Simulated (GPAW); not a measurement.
Co in GPAW: convergence with basis set

Input of the first run (basis set lcao:sz(dzp)); the others differ in this setting and in those tied to it:

Contents of run.py:

```python
from ase import Atoms
from ase.dft.bandgap import bandgap
from ase.io import write
from gpaw import GPAW

atoms = Atoms(['Co', 'Co'],
              cell=[[2.4719999032, 0.0, 0.0],
                    [-1.2359999516, 2.1408147143, 0.0],
                    [0.0, 0.0, 4.02114408]],
              scaled_positions=[[0.6666666667, 0.3333333333, 0.75],
                                [0.3333333333, 0.6666666667, 0.25]],
              pbc=True)
atoms.set_initial_magnetic_moments([2.0, 2.0])

calc = GPAW(mode='lcao',
            h=0.16,
            basis='sz(dzp)',
            xc='LDA',
            kpts={'size': (8, 8, 4), 'gamma': True},
            occupations={'name': 'fermi-dirac', 'width': 0.05},
            convergence={'density': 1e-05, 'energy': 1e-05},
            maxiter=100,
            txt='gpaw.txt')
atoms.calc = calc
energy = atoms.get_potential_energy()
forces = atoms.get_forces()
calc.write('gs.gpw')
write('result.traj', atoms)
print(f'Energy: {energy:.6f} eV')
print('Forces (eV/A):')
print(forces.round(4))
print('Moments:', calc.get_magnetic_moments().round(3))
print('Fermi level:', round(calc.get_fermi_level(), 4), 'eV')
print(f'Gap: {bandgap(calc)[0]:.4f} eV, direct: {bandgap(calc, direct=True)[0]:.4f} eV')
```

Potentials or basis: the program's PAW data sets (release 1.2.1) made for this functional, lcao:sz(dzp).

Launch:

```sh
$ OMP_NUM_THREADS=1 python run.py
```

Hardware: 1 thread of Arm Neoverse V1 (shared host).

| basis set | energy less the tightest run, at zero smearing (meV/atom) | largest site moment (μB) | SCF cycles | CPU time (s) | peak memory (GiB) |
| --- | --- | --- | --- | --- | --- |
| lcao:sz(dzp) | 4793.35 | 1.61 | 10 | 30 | 0.14 |
| lcao:szp(dzp) | 1939.52 | 1.53 | 10 | 120 | 0.15 |
| lcao:dz(dzp) | 1088.84 | 1.60 | 10 | 43 | 0.15 |
| lcao:dzp | 496.16 | 1.62 | 9 | 140 | 0.16 |
| fd | -110.74 | 1.64 | 18 | 94 | 0.26 |
| pw | 0.00 | 1.64 | 10 | 19 | 0.15 |

Against the tightest run, the largest site moment stays within 0.02 μB from lcao:dzp on. Not settled before the last step: the energy (to 1 meV/atom). The tightest run that finished is the yardstick and may itself not be fully converged.

Caveat, for the tightest run too: the k mesh is coarse (spacing up to 0.39 Å⁻¹), so the values aren't converged.
